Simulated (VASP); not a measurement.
Here is a VASP 6.6.1 calculation.

The input INCAR:

```
PREC = Accurate
ENCUT = 600
EDIFF = 1E-6
ISMEAR = 0
SIGMA = 0.1
LREAL = F
LASPH = T
NELM = 100
ALGO = Fast
ISIF = 3
LWAVE = F
LCHARG = F
GGA = PE
IVDW = 12
IBRION = 2
NSW = 100
EDIFFG = -0.005
```

KPOINTS

```
regular mesh
0
Gamma
  12 12 12
```

POSCAR

```
K
1.0
    0.0000000000      3.2597531122      3.2597531122
    3.2597531122      0.0000000000      3.2597531122
    3.2597531122      3.2597531122      0.0000000000
K
1
Direct
    0.0000000000      0.0000000000      0.0000000000
```

Potentials or basis: VASP PAW PBE potentials, release 64 (K_sv).

Run with:

```sh
$ cat potpaw_PBE.64/K_sv/POTCAR > POTCAR
$ mpirun -np 1 vasp_std > vasp.out
```

**Question.** What does it give for the relaxed cell?

**Answer.** a = 4.609 Å, b = 4.609 Å, c = 4.609 Å, α = 60.00°, β = 60.00°, γ = 60.00°.

**Question.** What does it give for the space group after relaxing (to 0.05 Å)?

**Answer.** Fm-3m (No. 225).

**Question.** Predict the relaxed volume.

**Answer.** 69.22 Å³/atom.

**Question.** Predict the band gap on the k mesh.

**Answer.** None (metal or under the smearing width).

Final structure:
```cif
data_structure
_symmetry_space_group_name_H-M 'P 1'
_symmetry_Int_Tables_number 1
_cell_length_a 4.6088
_cell_length_b 4.6088
_cell_length_c 4.6088
_cell_angle_alpha 60.000
_cell_angle_beta 60.000
_cell_angle_gamma 60.000
_cell_volume 69.22
loop_
_atom_site_label
_atom_site_type_symbol
_atom_site_fract_x
_atom_site_fract_y
_atom_site_fract_z
_atom_site_occupancy
K1 K 0.00000 0.00000 0.00000 1
```

Caveat: pairwise dispersion overbinds metals, which lowers pressure and volume.
